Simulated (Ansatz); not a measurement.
## Contact densities of MgS against volume

```
Mg S
1.0
     0.00000    2.60165    2.60165
     2.60165    0.00000    2.60165
     2.60165    2.60165    0.00000
Mg S
1 1
Direct
  0.00000 0.00000 0.00000
  0.50000 0.50000 0.50000
```

Atoms are numbered in the order listed.

The cell is COD entry 9008672, as deposited and not checked against the literature; nothing was relaxed.

The calculation used DFT, PBE, all-electron PAW with datasets made for the crystal, scalar-relativistic in Ansatz 0.2.0.

The runs use a Γ-centred 10×10×10 k mesh, Fermi–Dirac smearing of 0.03 eV, cutoff 200 eV (chosen by the program for this cell), no spin polarisation.

The contact density is the mean electron density over the nuclear volume; its changes follow the s electrons' response to bonding and compression. Changes below are taken from the unscaled cell, where it is 7801.02 e/Å³ at Mg1, 19782 e/Å³ at S2.

```tsv
V/V(cell)	P (GPa)	Δρ(0) Mg1 (e/Å³)	Δρ(0) S2 (e/Å³)
0.9500	5.6	0.12	?
1.0000	1.1	0.00	0.00
1.0500	-2.3	?	?
```

Task: Give the missing entry: row "1.0500", column "Δρ(0) S2 (e/Å³)".

Result: 0.44.

Task: Fill in "Δρ(0) Mg1 (e/Å³)" for the row "1.0500".

Result: -0.10.

Task: Fill in "Δρ(0) S2 (e/Å³)" for the row "0.9500".

Result: -0.45.

The datasets are made afresh for each cell, so very small changes are uncertain.
